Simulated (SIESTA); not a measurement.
Crystal: CuAu3.

```xyz
4
Lattice="3.9800 0.0000 0.0000 0.0000 3.9800 0.0000 0.0000 0.0000 3.9800" Properties=species:S:1:pos:R:3 pbc="T T T"
Au    1.9900    1.9900    0.0000
Au    1.9900    0.0000    1.9900
Au    0.0000    1.9900    1.9900
Cu    0.0000    0.0000    0.0000
```

Base run:

| Item | Value |
| --- | --- |
| Program | SIESTA 5.4.2 |
| Functional | PBEsol |
| Potentials or basis | PseudoDojo 0.4 standard (PBEsol files) |
| Basis | DZP (energy shift 0.003 Ry; two zetas on semicore shells) |
| Grid cutoff | 800 Ry |
| Energy shift | 0.003 Ry |
| k mesh | 7 × 7 × 7 |
| Occupations | fermi-dirac, width 0.05 eV |
| Spin | no spin polarisation |

Its results: band gap on the k mesh none (metal or under the smearing width); pressure 0.1 GPa.

The run is repeated on the same cell with these changes: functional from PBEsol to LDA; potentials or basis from PseudoDojo 0.4 standard (PBEsol files) to PseudoDojo 0.4 standard (LDA files). What comes out?

Band gap on the k mesh none (metal or under the smearing width); pressure -5.0 GPa.

Caveats: short orbitals over semicore shells can move pressures by several GPa; the basis of atomic orbitals isn't converged, which shifts pressures, moduli and gaps.

Not every run made on this cell is shown here.
